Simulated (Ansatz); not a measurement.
# ZrC: properties at the relaxed cell

One table from this session's results is given with a row withheld; the runs are named, their logs left out.

The COD entry's cell or inner coordinates are ideal or old and differ from later refinements, so a difference from it is no clean test against experiment.

Program: Ansatz 0.2.0. Level of theory: DFT PBE, scalar-relativistic, plane waves, PAW. These are calculated values, not measurements.

1 further run of the same task is left out (set aside as unsound or not needed).

### Starting point

Symmetry: Fm-3m, No. 225, cubic system. The conventional cell has a = 4.709 Å, b = 4.709 Å, c = 4.709 Å, α = 90.00°, β = 90.00°, γ = 90.00°. Zr (site symmetry m-3m) is surrounded by 6 C at 2.35 Å. C (site symmetry m-3m) is surrounded by 6 Zr at 2.35 Å.

Coordinates:

```cif
data_structure
_symmetry_space_group_name_H-M 'P 1'
_symmetry_Int_Tables_number 1
_cell_length_a 3.3296
_cell_length_b 3.3296
_cell_length_c 3.3296
_cell_angle_alpha 60.000
_cell_angle_beta 60.000
_cell_angle_gamma 60.000
_cell_volume 26.10
loop_
_atom_site_label
_atom_site_type_symbol
_atom_site_fract_x
_atom_site_fract_y
_atom_site_fract_z
_atom_site_occupancy
Zr1 Zr 0.50000 0.50000 0.50000 1
C1 C 0.00000 0.00000 0.00000 1
```

This cell was relaxed beforehand with the same method: volume 13.05 Å³/atom, gap on the mesh none (metal).

The first run:

Input file input.yaml:

```yaml
crystal:
  lattice:
    - [0.0, 2.3543976077, 2.3543976077]
    - [2.3543976077, 0.0, 2.3543976077]
    - [2.3543976077, 2.3543976077, 0.0]
  atoms:
    - { symbol: Zr, position: [0.5, 0.5, 0.5] }
    - { symbol: C, position: [0.0, 0.0, 0.0] }
basis:
  ecutwfc: 420
kpoints:
  mp_grid: { grid: [16, 16, 16] }
  band_path:
    path:
      - [[0.0, 0.0, 0.0], [0.5, 0.0, 0.5], [0.625, 0.25, 0.625]]
      - [[0.375, 0.375, 0.75], [0.0, 0.0, 0.0], [0.5, 0.5, 0.5], [0.5, 0.25, 0.75], [0.5, 0.0, 0.5]]
    npoints: 14
hamiltonian:
  xc: pbe
scf:
  occupations: { method: gaussian, width: 0.1 }
  n_extra_bands: 6
output:
  forces: true
  stress: true
  eigenvalues: true
  populations: true
  dos: { projected: true, de: 0.02, nscf_kmesh: { grid: [24, 24, 24] } }
  bader: true
  write_density: true
  write_potential: true
  elf: true
  volumetric_format: npy
```

Command:

```console
ansatz run input.yaml --threads 1 --pin off --max-ram 2560MiB --backend cpu --events-out ev --progress --plain --runs-dir out
```

Among the steps run: Electronic structure at the relaxed geometry; Volume × 0.97; The cell scaled to 1.03 of its volume; Volume × 0.94; The cell scaled to 1.06 of its volume.

One of the session's tables, all rows but one given; the rest of the session is left out.

It belongs to the step «Energy against volume». 

```
volume (Å³/atom)  energy above the lowest point (meV/atom)  pressure (GPa)
          12.268                                      35.9           15.54
          12.659                                         ?               ?
          13.051                                       0.0           -0.03
          13.442                                       7.8           -6.20
          13.834                                      29.7          -11.51
```

Q: Estimate the row for volume (Å³/atom) = 12.659 from the others.

Worked estimate for «energy above the lowest point (meV/atom)». A straight line through the neighbours (12.268, 35.9) and (13.051, 0.0) gives 35.9 + (0.0 − 35.9) × (12.659 − 12.268) / (13.051 − 12.268) = 18.0; a parabola fitted to 3 rows on both sides gives 9.4.

The run gave: energy above the lowest point (meV/atom): 8.4; pressure (GPa): 7.17. In «energy above the lowest point (meV/atom)» the line misses by +9.6 and the parabola by +1.0.
